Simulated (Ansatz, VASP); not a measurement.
Lu: VASP beside Ansatz

File INCAR:

```
PREC = Accurate ; ENCUT = 520
EDIFF = 1E-7 ; ISMEAR = -1
SIGMA = 0.1 ; LREAL = F
LASPH = T ; NELM = 100
ALGO = Fast ; ISIF = 2
LWAVE = F ; LCHARG = F
GGA = B5 ; ALDAX = 1.0
AGGAX = 1.0 ; AGGAC = 1.0
ALDAC = 0.0 ; NBANDS = 18
```

File KPOINTS:

```
regular mesh
0
Gamma
  12 12 12
```

The input POSCAR:

```
Lu
1.0
    0.0000000000      2.5215188712      2.5215188712
    2.5215188712      0.0000000000      2.5215188712
    2.5215188712      2.5215188712      0.0000000000
Lu
1
Direct
    0.0000000000      0.0000000000      0.0000000000
```

Input for Ansatz:

```yaml
crystal:
  lattice:
    - [0.0, 2.5215188712, 2.5215188712]
    - [2.5215188712, 0.0, 2.5215188712]
    - [2.5215188712, 2.5215188712, 0.0]
  atoms:
    - { symbol: Lu, position: [0.0, 0.0, 0.0] }
hamiltonian:
  xc: blyp
  pseudopotentials:
    kind: paw
    azcp:
      Lu: "pseudopotentials/Lu.paw.azcp"
basis:
  ecutwfc: 420
  fft_grid_basis: typed
kpoints:
  mp_grid: { grid: [12, 12, 12], shift: [0, 0, 0] }
magnetization:
  spin_polarized: false
scf:
  occupations: { method: fermi_dirac, width: 0.1 }
  lower_state_search: "off"
output:
  stress: true
```

Alike in both runs: task single point; functional BLYP; k mesh 12 × 12 × 12; occupations fermi-dirac, width 0.1 eV; no spin polarisation.

|  | VASP | Ansatz |
| --- | --- | --- |
| version | VASP 6.6.1 | Ansatz 0.2.0 |
| potentials or method | VASP PAW PBE potentials, release 64 (Lu) | plane waves (420 eV) with PAW, scalar-relativistic |
| plane-wave cutoff (eV) | 520 | 420 |
| valence electrons in the cell | 25 | 25 |

|  | VASP | Ansatz | Ansatz less VASP |
| --- | --- | --- | --- |
| pressure (GPa) | -2.6 | -2.7 | -0.16 |

Caveats: the PAW data sets were made with another functional, which shifts forces and pressure a little (VASP). Spin-orbit coupling is left out, which matters for the levels of Lu.
